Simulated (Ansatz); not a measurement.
A Pb vacancy in rocksalt PbS, 63 atoms, charge −1

Computed with DFT, PBEsol, PAW, plane waves in Ansatz.

Command:

```sh
ansatz run in.yaml --threads 8 --pin off --max-ram 118750MiB --runs-dir r --events-out ev --progress --plain --backend cuda --devices 0, --max-vram 170GiB
```

The input less its lattice and atoms (starting moments on atoms near the defect: 1 μB in all):

```yaml
crystal:
  symmetry: { detect: false }
kpoints:
  mp_grid: { grid: [1, 1, 1], shift: [0.25, 0.25, 0.25] }
hamiltonian:
  xc: pbesol
total_charge: -1
magnetization:
  spin_polarized: true
scf:
  occupations: { method: fermi_dirac, width: 0.01 }
relax:
  f_tol: 0.03
  max_steps: 80
  escape_saddle: false
  adjacent_minimum: "off"
output:
  forces: true
  eigenvalues: true
  populations: true
  charged_corrections: { epsilon: 170 }
```

Start:

```
S Pb
1.0
    11.80000    0.00000    0.00000
     0.00000   11.80000    0.00000
     0.00000    0.00000   11.80000
S Pb
32 31
Direct
  0.25321 0.99789 0.00156
  0.24799 0.99961 0.50074
  0.25057 0.49774 0.00085
  0.24963 0.50020 0.50150
  0.75039 0.99865 0.99848
  0.75028 0.00117 0.50107
  0.75472 0.50194 0.00019
  0.74934 0.50075 0.49659
  0.99953 0.25017 0.99905
  0.00004 0.24962 0.50118
  0.99816 0.75063 0.99902
  0.99897 0.74720 0.50194
  0.50060 0.25206 0.99980
  0.50186 0.24876 0.49751
  0.49964 0.74926 0.00036
  0.49925 0.74963 0.49806
  0.99802 0.00211 0.24914
  0.99863 0.00070 0.74938
  0.00089 0.50290 0.25144
  0.99834 0.50189 0.75185
  0.49744 0.99809 0.24985
  0.49790 0.99783 0.75031
  0.49997 0.50043 0.25093
  0.50075 0.50034 0.75067
  0.24926 0.25110 0.25302
  0.25071 0.25007 0.75153
  0.25139 0.74810 0.24856
  0.25162 0.75058 0.75115
  0.75069 0.24831 0.24936
  0.74711 0.25044 0.75261
  0.74713 0.75047 0.24796
  0.74804 0.74987 0.75132
  0.00311 0.99956 0.00133
  0.99815 0.99741 0.49945
  0.99748 0.50081 0.99946
  0.99934 0.49973 0.49877
  0.50297 0.99848 0.00032
  0.50308 0.99992 0.49693
  0.49769 0.50174 0.99991
  0.24724 0.25277 0.00043
  0.25020 0.25062 0.50157
  0.24873 0.74846 0.00089
  0.24942 0.74895 0.50199
  0.75243 0.24977 0.99772
  0.75009 0.24914 0.50114
  0.75037 0.75097 0.00017
  0.74974 0.74928 0.50002
  0.24846 0.99999 0.24913
  0.24737 0.00392 0.74835
  0.25103 0.49794 0.25001
  0.25151 0.49930 0.75332
  0.75350 0.00045 0.24873
  0.75060 0.00119 0.74985
  0.74873 0.50092 0.24937
  0.74835 0.49959 0.75062
  0.00150 0.24719 0.24768
  0.00112 0.24892 0.75149
  0.00036 0.75076 0.25100
  0.00164 0.74927 0.74926
  0.49869 0.25116 0.24904
  0.50215 0.25148 0.74985
  0.50113 0.75360 0.24891
  0.49860 0.74874 0.75289
```

Steps:

| step | energy less the first (eV) | largest force component (eV/Å) |
| --- | --- | --- |
| start | 0.000 | 0.471 |
| 1 | -0.282 | 0.321 |
| 2 | -0.480 | 0.017 |
| 3 | -0.480 | 0.017 |

A structure on the way, about -0.28 eV from the start:

```
S Pb
1.0
    11.80000    0.00000    0.00000
     0.00000   11.80000    0.00000
     0.00000    0.00000   11.80000
S Pb
32 31
Direct
  0.24619 0.99916 0.00115
  0.24910 0.99997 0.50114
  0.25192 0.49949 0.99891
  0.24264 0.50028 0.49901
  0.74883 0.00109 0.00133
  0.74966 0.00040 0.49909
  0.75131 0.49844 0.99876
  0.75766 0.50110 0.50025
  0.00056 0.24993 0.00090
  0.00069 0.24904 0.50004
  0.00121 0.75088 0.00190
  0.00026 0.75246 0.49955
  0.50004 0.24858 0.00008
  0.49998 0.24075 0.50079
  0.49945 0.75239 0.99853
  0.50036 0.75631 0.49956
  0.99901 0.00053 0.24921
  0.00134 0.00166 0.75014
  0.99957 0.50048 0.24973
  0.99942 0.50063 0.75156
  0.49984 0.99828 0.25081
  0.50181 0.00111 0.75213
  0.50022 0.49775 0.24501
  0.49866 0.50005 0.75848
  0.24906 0.24854 0.24747
  0.24664 0.24814 0.75080
  0.24670 0.75276 0.24829
  0.24736 0.74921 0.74878
  0.75071 0.24879 0.25029
  0.75013 0.24880 0.75088
  0.75197 0.75032 0.25028
  0.75134 0.75108 0.75002
  0.99915 0.99866 0.99869
  0.00114 0.00232 0.50147
  0.99743 0.50142 0.99929
  0.00007 0.49925 0.49886
  0.49699 0.00177 0.99941
  0.49938 0.99849 0.50202
  0.50055 0.49877 0.00245
  0.25397 0.25142 0.99873
  0.25742 0.25840 0.49836
  0.25172 0.75058 0.99983
  0.26065 0.74164 0.49925
  0.74664 0.25173 0.00112
  0.74221 0.25875 0.49813
  0.74990 0.74799 0.99902
  0.74103 0.74019 0.50166
  0.25443 0.99988 0.25190
  0.25538 0.99901 0.74797
  0.25828 0.50145 0.25866
  0.25722 0.49971 0.73984
  0.74852 0.00176 0.25135
  0.74916 0.99814 0.74881
  0.74077 0.49913 0.25916
  0.74127 0.50186 0.74193
  0.99894 0.25248 0.25374
  0.99996 0.25245 0.74664
  0.00098 0.74450 0.25170
  0.99897 0.74719 0.74906
  0.50142 0.25854 0.25820
  0.49971 0.25823 0.74392
  0.49984 0.74177 0.25931
  0.50005 0.74465 0.74130
```

End:

```xyz
63
Lattice="11.8000 0.0000 0.0000 0.0000 11.8000 0.0000 0.0000 0.0000 11.8000" Properties=species:S:1:pos:R:3 pbc="T T T"
S     2.9400    0.0006   11.7999
S     2.9427    0.0071    5.8988
S     2.9400    5.8989    0.0066
S     2.9113    5.9075    5.9065
S     8.8510    0.0003    0.0046
S     8.8612   11.7951    5.9045
S     8.8584    5.9011   11.7930
S     8.8829    5.8942    5.8926
S    11.7975    2.9457    0.0010
S     0.0079    2.9395    5.9008
S    11.7970    8.8546    0.0036
S    11.7930    8.8611    5.9034
S     5.8959    2.9418    0.0059
S     5.9071    2.9161    5.9061
S     5.8974    8.8607   11.7938
S     5.8913    8.8839    5.8941
S     0.0001   11.7978    2.9480
S     0.0011    0.0020    8.8523
S     0.0063    5.8989    2.9451
S    11.7902    5.9034    8.8626
S     5.8983    0.0047    2.9424
S     5.9016   11.7898    8.8577
S     5.9072    5.9052    2.9231
S     5.8907    5.8907    8.8881
S     2.9483    2.9485    2.9480
S     2.9433    2.9462    8.8537
S     2.9419    8.8575    2.9482
S     2.9406    8.8567    8.8563
S     8.8581    2.9424    2.9479
S     8.8559    2.9414    8.8557
S     8.8534    8.8526    2.9437
S     8.8503    8.8497    8.8499
Pb   11.7964   11.7987    0.0007
Pb    0.0015   11.7998    5.8997
Pb   11.7989    5.8979   11.7993
Pb   11.7988    5.8983    5.8992
Pb    5.8991    0.0005    0.0038
Pb    5.8998    0.0013    5.9047
Pb    5.9005    5.9013    0.0037
Pb    2.9734    2.9767    0.0058
Pb    3.0264    3.0272    5.9080
Pb    2.9683    8.8336    0.0020
Pb    3.0135    8.7884    5.9003
Pb    8.8284    2.9686    0.0018
Pb    8.7867    3.0108    5.9008
Pb    8.8252    8.8254   11.7930
Pb    8.7776    8.7756    5.8934
Pb    2.9761    0.0090    2.9741
Pb    2.9715    0.0024    8.8368
Pb    3.0253    5.9106    3.0241
Pb    3.0127    5.9023    8.7873
Pb    8.8327   11.7988    2.9706
Pb    8.8281   11.7944    8.8305
Pb    8.7842    5.8977    3.0124
Pb    8.7735    5.8926    8.7728
Pb    0.0072    2.9735    2.9710
Pb   11.7999    2.9700    8.8322
Pb   11.8000    8.8298    2.9682
Pb   11.7930    8.8265    8.8277
Pb    5.9101    3.0238    3.0263
Pb    5.9007    3.0145    8.7921
Pb    5.9002    8.7854    3.0193
Pb    5.8907    8.7759    8.7787
```

The calculation finished and met its thresholds.

Time: 6.1 s of wall time on one NVIDIA GB200 with 8 processor threads, on a host shared with other runs; peak host memory 2.1 GiB.

**Question.** How much energy did the relaxation gain, and which atom moved most?

**Answer.** 0.48 eV in 3 steps, from a start with small random displacements; atom 62 (Pb) moved 0.14 Å, the median atom 0.04 Å (drift of the whole cell removed).

The moment started at 1 μB and ended at 0.0 μB; no other spin state is shown. The program warned that the state may not be the lowest. The one k point has no symmetry partners, which can distort the end along one axis.
